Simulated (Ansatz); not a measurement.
`CCC(C)C` + `[AlH3]` → `CC(C)[CH2][AlH2]` + CH₄  (formal exchange of groups at a C–C bond)

Gas-phase electronic energies from Ansatz, PBE0-D4/def2-TZVP geometries. CCSD(T)/CBS is the MP2 limit (def2-TZVPP, def2-QZVPP) plus CCSD(T) − MP2 in def2-TZVPP, frozen cores. This one scheme is used for every species. Functionals use def2-TZVPP. B3LYP here is the variant with VWN-RPA as its local correlation; programs differ in this. HSE06 is defined as in plane-wave codes. One conformer a species, not always the lowest.

| level | ΔE (kcal/mol) | difference from CCSD(T)/CBS |
| --- | --- | --- |
| LDA (SPW92) | -9.8 | -0.3 |
| PBE-D4 | -10.8 | -1.3 |
| revPBE-D4 | -10.0 | -0.5 |
| BLYP-D4 | -10.6 | -1.1 |
| r2SCAN-D4 | -10.9 | -1.4 |
| B97M-V | -8.3 | 1.2 |
| PBE0-D4 | -10.0 | -0.5 |
| B3LYP-D4 | -10.0 | -0.5 |
| r2SCANh-D4 | -10.6 | -1.1 |
| r2SCAN0-D4 | -10.2 | -0.7 |
| HSE06-D4 | -10.0 | -0.5 |
| BHLYP-D4 | -9.2 | 0.3 |
| CAM-B3LYP-D4 | -9.2 | 0.3 |
| ωB97X-V | -8.8 | 0.7 |
| ωB97M-V | -9.9 | -0.4 |
| B2PLYP | -9.7 | -0.2 |
| PBE-QIDH | -9.4 | 0.1 |
| revPBE | -10.8 | -1.3 |
| r2SCAN | -10.9 | -1.4 |
| B3LYP | -9.8 | -0.3 |
| r2SCANh | -10.6 | -1.1 |
| r2SCAN0 | -10.1 | -0.6 |
| HSE06 | -9.9 | -0.4 |
| BHLYP | -8.6 | 0.9 |
| CAM-B3LYP | -9.0 | 0.5 |
| LC-ωPBE | -9.5 | 0.0 |
| RPA@PBE/def2-TZVPP | -7.8 | 1.7 |
| HF/def2-SVP | -5.7 | 3.8 |
| MP2/def2-SVP | -7.3 | 2.2 |
| CCSD/def2-SVP | -6.4 | 3.1 |
| HF/def2-TZVPP | -6.6 | 2.9 |
| MP2/def2-TZVPP | -9.7 | -0.2 |
| SCS-MP2/def2-TZVPP | -8.7 | 0.8 |
| CCSD/def2-TZVPP | -8.6 | 0.9 |
| HF/def2-QZVPP | -6.7 | 2.8 |
| MP2/def2-QZVPP | -10.0 | -0.5 |
| SCS-MP2/def2-QZVPP | -9.0 | 0.5 |
| HF/CBS(def2) | -6.7 | 2.8 |
| MP2/CBS(def2) | -10.2 | -0.7 |
| CCSD/CBS(def2) | -9.0 | 0.5 |
| CCSD(T)/CBS | -9.5 | 0 |

Largest T1 diagnostic among the species: 0.009.

From BLYP to BHLYP (50 % exact exchange), in def2-TZVPP and without D4, ΔE moves by +1.8 kcal/mol. In def2-TZVPP, CCSD(T) changes the Hartree–Fock value by −2.4 kcal/mol (the triples alone add −0.5 kcal/mol) and MP2 by −3.1 kcal/mol.

CCSD(T)/CBS has its own doubt, a few kJ/mol and more with outer-core shells, so smaller differences from it don't rank the levels.
